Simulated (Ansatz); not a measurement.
# Cd: a listed cell, distorted in several ways

Aim: see how energy, forces, stress and gap of Cd answer to random distortions, further strains and shifts, swapped elements, distortions that keep the symmetry. Nothing is relaxed unless a step says so.

Method: DFT PBE, scalar-relativistic, plane waves, PAW, in Ansatz 0.2.0.

## 1. The starting structure

The structure is trigonal, space group R-3m (No. 166). The conventional cell has a = 3.216 Å, b = 3.216 Å, c = 7.348 Å, α = 90.00°, β = 90.00°, γ = 120.00°. Cd (site symmetry -3m) has 12 Cd at 3.07 to 3.22 Å as nearest neighbours.

Structure file:

```cif
data_structure
_symmetry_space_group_name_H-M 'R-3m:H'
_symmetry_Int_Tables_number 166
_cell_length_a 3.2161
_cell_length_b 3.2161
_cell_length_c 7.3479
_cell_angle_alpha 90.000
_cell_angle_beta 90.000
_cell_angle_gamma 120.000
_cell_volume 65.82
loop_
_atom_site_label
_atom_site_type_symbol
_atom_site_symmetry_multiplicity
_atom_site_Wyckoff_symbol
_atom_site_fract_x
_atom_site_fract_y
_atom_site_fract_z
_atom_site_occupancy
Cd1 Cd 3 a 0.00000 0.00000 0.00000 1
```

The structure comes from the Materials Project (structure only).

## 2. Random moves and strain, cell strained

The change: strain xx, yy, zz, yz, xz, xy = +0.8, +4.8, +5.8, +2.6, +0.3, -1.3 %.

Contents of input.yaml:

```yaml
crystal:
  lattice:
    - [1.6178233905, 1.0179247017, 2.6208949327]
    - [-1.624349306, 1.0584148757, 2.6098316921]
    - [0.0318025616, -1.8819886215, 2.5416950848]
  atoms:
    - { symbol: Cd, position: [0.0, 0.0, 0.0] }
basis:
  ecutwfc: 420
kpoints:
  mp_grid: { grid: [14, 14, 14] }
hamiltonian:
  xc: pbe
scf:
  occupations: { method: gaussian, width: 0.1 }
output:
  forces: true
  stress: true
  eigenvalues: true
```

Started as:

```bash
$ ansatz run input.yaml --threads 1 --pin off --max-ram 1331MiB --backend cpu --events-out ev --progress --plain --runs-dir out
```

## 3. Substitution of an element, cell strained: Cd → Hg, first probe

Contents of input.yaml:

```yaml
crystal:
  lattice:
    - [1.6446439753, 0.9495356419, 2.2956436108]
    - [-1.6446439753, 0.9495356419, 2.2956436108]
    - [0.0, -1.8990712837, 2.2956436108]
  atoms:
    - { symbol: Hg, position: [0.0, 0.0, 0.0] }
basis:
  ecutwfc: 420
kpoints:
  mp_grid: { grid: [6, 6, 6] }
hamiltonian:
  xc: pbe
scf:
  occupations: { method: gaussian, width: 0.1 }
output:
  forces: true
  stress: true
  eigenvalues: true
```

## 4. Substitution of an element, cell strained: Cd → Hg

Changes to input.yaml since step 3:

```diff
@@ -10,3 +10,3 @@
 kpoints:
-  mp_grid: { grid: [6, 6, 6] }
+  mp_grid: { grid: [15, 15, 15] }
 hamiltonian:
@@ -19 +19,2 @@
   eigenvalues: true
+  populations: true
```

## 5. A distortion of lower symmetry

Contents of input.yaml:

```yaml
crystal:
  lattice:
    - [1.5890383272, 0.8994988726, 2.4023136232]
    - [-1.5890383272, 0.8994988726, 2.4023136232]
    - [0.0, -1.8009081894, 2.4030377722]
  atoms:
    - { symbol: Cd, position: [0.0, 0.0, 0.0] }
basis:
  ecutwfc: 420
kpoints:
  mp_grid: { grid: [14, 14, 14] }
hamiltonian:
  xc: pbe
scf:
  occupations: { method: gaussian, width: 0.1 }
output:
  forces: true
  stress: true
  eigenvalues: true
```

## 6. A distortion that keeps the symmetry

Contents of input.yaml:

```yaml
crystal:
  lattice:
    - [1.6299305085, 0.9410408179, 2.4459073934]
    - [-1.6299305085, 0.9410408179, 2.4459073934]
    - [0.0, -1.8820816358, 2.4459073934]
  atoms:
    - { symbol: Cd, position: [0.0, 0.0, 0.0] }
basis:
  ecutwfc: 420
kpoints:
  mp_grid: { grid: [18, 18, 18] }
hamiltonian:
  xc: pbe
scf:
  occupations: { method: gaussian, width: 0.1 }
output:
  forces: true
  stress: true
  eigenvalues: true
  populations: true
```

## 7. A change within the space group

Contents of input.yaml:

```yaml
crystal:
  lattice:
    - [1.6619463689, 0.9595251835, 2.4946727057]
    - [-1.6619463689, 0.9595251835, 2.4946727057]
    - [0.0, -1.919050367, 2.4946727057]
  atoms:
    - { symbol: Cd, position: [0.0, 0.0, 0.0] }
basis:
  ecutwfc: 420
kpoints:
  mp_grid: { grid: [18, 18, 18] }
hamiltonian:
  xc: pbe
scf:
  occupations: { method: gaussian, width: 0.1 }
output:
  forces: true
  stress: true
  eigenvalues: true
```

## 8. A change within a subgroup

Contents of input.yaml:

```yaml
crystal:
  lattice:
    - [1.6740442023, 1.0364818558, 2.5344358173]
    - [-1.6970924321, 0.9868902367, 2.5683652324]
    - [-0.0544717168, -1.8764148479, 2.495696761]
  atoms:
    - { symbol: Cd, position: [0.0, 0.0, 0.0] }
basis:
  ecutwfc: 420
kpoints:
  mp_grid: { grid: [14, 14, 14] }
hamiltonian:
  xc: pbe
scf:
  occupations: { method: gaussian, width: 0.1 }
output:
  forces: true
  stress: true
  eigenvalues: true
```

## 9. A change within a subgroup

Contents of input.yaml:

```yaml
crystal:
  lattice:
    - [1.6108432025, 0.8695136133, 2.4191098664]
    - [-1.6108432025, 0.8695136133, 2.4191098664]
    - [0.0, -1.8859844711, 2.4748136302]
  atoms:
    - { symbol: Cd, position: [0.0, 0.0, 0.0] }
basis:
  ecutwfc: 420
kpoints:
  mp_grid: { grid: [14, 14, 14] }
hamiltonian:
  xc: pbe
scf:
  occupations: { method: gaussian, width: 0.1 }
output:
  forces: true
  stress: true
  eigenvalues: true
  populations: true
```

## 10. A change within the space group

Contents of input.yaml:

```yaml
crystal:
  lattice:
    - [1.6755663759, 0.9673886982, 2.4786788589]
    - [-1.6755663759, 0.9673886982, 2.4786788589]
    - [0.0, -1.9347773963, 2.4786788589]
  atoms:
    - { symbol: Cd, position: [0.0, 0.0, 0.0] }
basis:
  ecutwfc: 420
kpoints:
  mp_grid: { grid: [18, 18, 18] }
hamiltonian:
  xc: pbe
scf:
  occupations: { method: gaussian, width: 0.1 }
output:
  forces: true
  stress: true
  eigenvalues: true
  populations: true
```

Before running it: what results should come out? Wanted: for each run, case; energy; pressure; largest force.

The runs gave:

| step | case | energy (meV/atom) | pressure (GPa) | largest force (eV/Å) | gap on the mesh (eV) |
| --- | --- | --- | --- | --- | --- |
| 2 | random moves and strain, cell strained | +0.0 | -2.3 | 0.00 | 0.00 |
| 4 | substitution of an element, cell strained: Cd → Hg | n/a | 10.3 | 0.00 | 0.00 |
| 5 | a distortion of lower symmetry | +19.1 | 5.9 | 0.00 | 0.00 |
| 6 | a distortion that keeps the symmetry | -16.9* | 0.8 | 0.00 | 0.00 |
| 7 | a change within the space group | -13.0* | -1.5 | 0.00 | 0.00 |
| 8 | a change within a subgroup | -1.2 | -2.4 | 0.00 | 0.00 |
| 9 | a change within a subgroup | -4.4 | 2.8 | 0.00 | 0.00 |
| 10 | a change within the space group | -11.5* | -1.8 | 0.00 | 0.00 |

Energies are counted from step 2, with the smearing taken to zero; a star marks another k mesh, which can shift energies by itself, so starred rows don't rank against the others. Other atoms or functionals have another zero of energy (n/a). A gap of 0.00 means none on the mesh at this level.

What this shows: With one atom in the cell, moving it shifts the whole crystal, so no force arises from that. The pressure is 5.9 GPa in the smallest cell and -2.4 GPa in the largest; between them shape and moved atoms count too. The distorted cells of the listed formula and level show no gap on the mesh. The runs treat Hg without spin-orbit coupling.
